Platinum diselenide consists of Se–Pt–Se layers stacked along one axis. The table gives its band energies from a PBEsol+U calculation without spin polarisation, measured from the Fermi energy. At each point of reciprocal space, "level under 1" is the nearest level below that energy and "level over 1" the nearest above it.

Quantum ESPRESSO 7.5 calculation of bulk PtSe₂ with PBEsol+U (U = 7 eV on Pt d, ortho-atomic projectors), without spin polarisation or spin–orbit coupling. PseudoDojo 0.4.1 SR PBEsol standard potentials, 1170.09 eV wave cutoff, 3×3×2 k mesh and Gaussian smearing of width 0.05 eV. Levels are measured from the Fermi energy.

```
point a (reciprocal cell vector)  point b (reciprocal cell vector)  point c (reciprocal cell vector)  level point (row)  level under 2 (eV)  level under 1 (eV)  level over 1 (eV)  level over 2 (eV)
                          0.0000                            0.0000                            0.0000                  1              -0.665              -0.665              0.713              1.553
                          0.0000                            0.0000                           -0.5000                  2              -1.123              -1.123              2.462              2.463
                          0.0000                            0.3333                           -0.5000                  3              -1.738              -0.954              0.954              1.126
                          0.3333                            0.3333                            0.0000                  4              -2.042              -2.041              0.023              0.025
                          0.3333                            0.3333                           -0.5000                  5              -3.287              -3.287              2.207              2.208
                          0.3333                           -0.3333                            0.0000                  6              -2.346              -1.938              1.197              2.259
```

Four points have names: Γ is (0, 0, 0), A is (0, 0, −½), K is (⅓, ⅓, 0) and H is (⅓, ⅓, −½). Read down the two middle columns, and no level lies between −0.665 eV at Γ and 0.023 eV at K. That looks like a semiconductor with an indirect gap of 0.69 eV, yet the run reports a metal.

Three explanations compete. The gap may be real and the report wrong. The gap may be real, with the metal produced only by the smearing, which lets levels near the Fermi energy be partly filled. Or the solid is a semimetal, in which a band is empty in one region while its electrons occupy a higher band elsewhere.

**(a) Can a solid with the same number of filled bands at every point have these levels?**

*Solution.* Gaussian smearing of width $\sigma = 0.05$ eV fills a level at energy $E$ above the Fermi energy to the fraction

$$f = \tfrac12\,\mathrm{erfc}(E/\sigma).$$

The two levels over the Fermi energy at K lie only half a width up, so they are filled to 0.258 and 0.240. With two spins, they hold $2(0.258+0.240)\approx 1.0$ electron at that point. K and its symmetry partner make up 2 of the 18 mesh points, which gives about 0.11 electron per cell.

If every point had the same number of filled bands, these electrons would have to leave equal holes in the levels below. The nearest of those lies 13 widths down, where a Gaussian tail has vanished for every practical purpose. The first explanation predicts no electrons in the K pair, and the second predicts holes that aren't there. Both fail, and the number of bands below the Fermi energy must differ from point to point.

**(b) Where can the balance come from, and why does the K pair lie so close to zero?**

*Solution.* Away from K, the listed levels are either full or empty, so the balance must come in whole bands. One band at Γ or at A, each a single mesh point, holds $2/18 = 1/9$ electron per cell. At any other point a band holds twice that or more, always an even multiple. The 0.11 electron found at K therefore requires a change at Γ or A. The count doesn't exclude further changes elsewhere that cancel one another, and the simplest case, a single band at one of these two points, is taken from here on.

This also explains the position of the K pair. Two bands with two spins at two of the 18 points have room for $4/9$ electron, so $1/9$ fills them to one quarter. The fraction $f$ equals one quarter at $E = 0.477\,\sigma$, or 0.024 eV, which is where the pair lies. This is the same electron count read backwards, not a second test, but it shows what the small energy means: the Fermi energy has settled where the filling of the pair makes the total electron count come out right.

The entropy term of the smearing is a separate check, because every partly filled level adds to it. The K pair alone should give 4.98 meV, and the run reports 4.99 meV. That leaves no room for another appreciably part-filled level anywhere on the mesh. The model has no adjustable constant and was applied to all six rows; the printed output below shows the occupations.

**(c) Which point has the odd band, and what in the bonding puts it there?**

*Solution.* The count alone would also allow the reverse transfer, with an extra filled band at Γ or A and too few electrons at K. Chemistry has to help here. The 50 electrons of the calculation would fill 25 bands, the uppermost of them built from Se p orbitals and the three lower d orbitals of octahedral Pt(IV). Next come two antibonding bands from the remaining d orbitals, which threefold symmetry can hold together as a pair.

Such a pair is the first thing above the Fermi energy at A, K and H. At Γ a single level comes first, at 0.713 eV. The natural reading is that this is the 25th band, pushed up through the Fermi energy and emptied, while its electrons went to the antibonding pair at K. The table supports this assignment by the pattern of pairs and singles, though it doesn't show the orbital character.

The likely cause is the contact between layers. Selenium p orbitals that point along the stacking axis overlap across the gap between neighbouring layers. At Γ the wave repeats with the same sign from layer to layer; at A the sign alternates. A combination that is antibonding across the contact at Γ therefore becomes bonding at A, and its energy falls steeply on the way. On this line from Γ to A, the σ and π parts of the three slanted contacts are expected nearly to cancel for in-plane p orbitals, which should therefore shift less.

The levels fit this picture. Just below the Fermi energy there is a pair at both Γ and A, as expected for the two in-plane p orbitals, and it moves by only about half an electronvolt. The single level above the pair at Γ has no counterpart between the two pairs at A. On this reading it has dropped beneath the lower pair, a fall of at least 1.8 eV. K and H also differ only in the sign from layer to layer, and there the first pair over the Fermi energy rises by 2.2 eV. The route must be different: at K and H the three contacts of a selenium atom carry phases that cancel the overlap between two axial orbitals, so the shift is expected to come from axial orbitals overlapping in-plane ones. Electronically, the layers are far from independent.

So the third explanation stands. On this reading the gap of 0.69 eV becomes an overlap of $0.713-0.023 = 0.69$ eV between the emptied band at Γ and the pair at K; that the two sizes agree is an accident. The tempting error was to treat "level under 1" as one band throughout. With the assignment made above, it is the 24th band at Γ and the 25th at the other points.

The existence of the overlap is better founded than its size. Spin–orbit coupling, left out here, matters for both elements and would shift these levels. The selenium atoms still feel forces of 0.34 eV/Å along the stacking axis, and their height controls the very contact that lifts the band. The Hubbard U on the platinum d shell can also shift the levels; the run began from a single random start, and neither other +U solutions nor a run without U were tested. Symmetry was switched off, and the table lists six of the run's 10 k points, so the weights assume that the unlisted points repeat their symmetry partners. The transferred $1/9$ electron is simply what one whole band holds at a single point of this coarse mesh, so it doesn't measure the true electron and hole pockets.

The mechanism also tells what happens when the layers are pulled apart: the antibonding contact weakens and the single level at Γ sinks. The pair at K should rise as well, since coupling between the layers is what sets it so far below the pair at H. Both shifts work to close the overlap. This agrees with the well-known fact that a single layer of PtSe₂ is a semiconductor.

Output of the analysis:

```
Occupation and weight:
     row  mesh points of 18  electrons one band holds  filling over 1  filling over 2  over 2 less over 1 in eV
     0.0                  1                    0.1111       1.099e-90               0                      0.84
     0.0                  1                    0.1111               0               0                     0.001
     0.0                  6                    0.6667      1.367e-160      8.323e-223                     0.172
  0.3333                  2                    0.2222          0.2577          0.2398                     0.002
  0.3333                  2                    0.2222               0               0                     0.001
  0.3333                  6                    0.6667      1.754e-251               0                     1.062
Apparent gap between the two middle columns, eV: 0.688
Half the apparent gap in smearing widths: 6.88
Distance of nearest lower level from Fermi energy in widths: 13.3
Electrons per cell in the levels listed as over: 0.1105
Change of that number if both K levels shift by 0.0005 eV: 0.001991
Electrons per cell that one band holds at Gamma or A: 0.1111
Predicted height of a quarter-filled pair, eV: 0.02385
Mean height of the K pair in the table, eV: 0.024
Smearing entropy term from the listed levels, meV: 4.978
Smearing entropy term reported by the run, meV: 4.993
Overlap if the 25th band at Gamma is the first level over, eV: 0.69
Fall of the 25th band from Gamma to A on that reading, eV: 1.836
Rise of the upper pair from K to H, eV: 2.183
```
